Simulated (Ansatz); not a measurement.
`CCCN` + `[CH3][GeH]([OH])[F]` → `CC[O][GeH]([CH3])[F]` + CH₃NH₂  (substitution at a C–C bond)

Gas-phase electronic energies from Ansatz, PBE0-D4/def2-TZVP geometries. CCSD(T)/CBS is the MP2 limit (def2-TZVPP, def2-QZVPP) plus CCSD(T) − MP2 in def2-TZVPP, frozen cores. For Ge outer-core shells are correlated without core-valence functions, which leaves a few kJ/mol of doubt a bond. Scalar relativity is left out up to krypton. Each species was taken in one conformer, which may not be the lowest.

```
         level  ΔE (kJ/mol)
 HF/def2-QZVPP         36.7
MP2/def2-QZVPP         53.1
```

Task: What does CCSD(T)/CBS give? (Estimate.)

Result: Computed: +48.7 kJ/mol. The listed levels differ from it by -12.0, 4.4 kJ/mol.

Largest T1 diagnostic among the species: 0.011.

In def2-TZVPP, CCSD(T) changes the Hartree–Fock value by +10.4 kJ/mol (the triples alone add +0.5 kJ/mol) and MP2 by +15.4 kJ/mol.

CCSD(T)/CBS has its own doubt, a few kJ/mol and more with outer-core shells, so smaller differences from it don't rank the levels.
